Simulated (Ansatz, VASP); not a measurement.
## One calculation of Si, two programs

INCAR

```
PREC     = Accurate       # precision mode
ENCUT    = 520            # plane-wave cutoff, eV
EDIFF    = 1E-7           # SCF threshold, eV
ISMEAR   = -1             # smearing method
SIGMA    = 0.1            # smearing width, eV
LREAL    = False          # projectors in reciprocal space
LASPH    = True           # aspherical terms in the spheres
NELM     = 60             # most SCF steps
ALGO     = Normal         # electronic algorithm
ISIF     = 2              # what is computed and relaxed
LWAVE    = False          # write WAVECAR
LCHARG   = False          # write CHGCAR
NBANDS   = 13             # bands
```

Contents of KPOINTS:

```
regular mesh
0
Gamma
  11 11 16
```

POSCAR

```
Si
1.0
    4.5881259525      0.0000000000      0.0000000000
   -2.2940629763      3.9734336306      0.0000000000
    0.0000000000      0.0000000000      2.6314571382
Si
3
Direct
    1.0000000000      0.0000000000      0.0000000000
    0.3333333333      0.6666666667      0.5000000000
    0.6666666667      0.3333333333      0.5000000000
```

Input for Ansatz:

```yaml
crystal:
  lattice:
    - [4.5881259525, 0.0, 0.0]
    - [-2.2940629763, 3.9734336306, 0.0]
    - [0.0, 0.0, 2.6314571382]
  atoms:
    - { symbol: Si, position: [1.0, 0.0, 0.0] }
    - { symbol: Si, position: [0.3333333333, 0.6666666667, 0.5] }
    - { symbol: Si, position: [0.6666666667, 0.3333333333, 0.5] }
hamiltonian:
  xc: lda
  pseudopotentials:
    kind: paw
    azcp:
      Si: "pseudopotentials/Si.paw.azcp"
basis:
  ecutwfc: 420
  fft_grid_basis: typed
kpoints:
  mp_grid: { grid: [11, 11, 16], shift: [0, 0, 0] }
magnetization:
  spin_polarized: false
scf:
  occupations: { method: fermi_dirac, width: 0.1 }
output:
  stress: true
```

Alike in both runs: task single point; functional LDA; k mesh 11 × 11 × 16; occupations fermi-dirac, width 0.1 eV; no spin polarisation.

|  | VASP | Ansatz |
| --- | --- | --- |
| version | VASP 6.6.1 | Ansatz 0.2.0 |
| potentials or method | VASP PAW LDA potentials, release 64 (Si) | plane waves (420 eV) with PAW, scalar-relativistic |
| plane-wave cutoff (eV) | 520 | 420 |
| valence electrons in the cell | 12 | 12 |

Ansatz gave:

```
pressure (GPa)                                  : -9.0
largest component of the traceless stress (GPa) : 1.11
```

**Question.** Which values does VASP return?

**Answer.** Pressure (GPa): -9.0; largest component of the traceless stress (GPa): 1.10.

Ansatz warned: «pseudo_functional_mismatch».
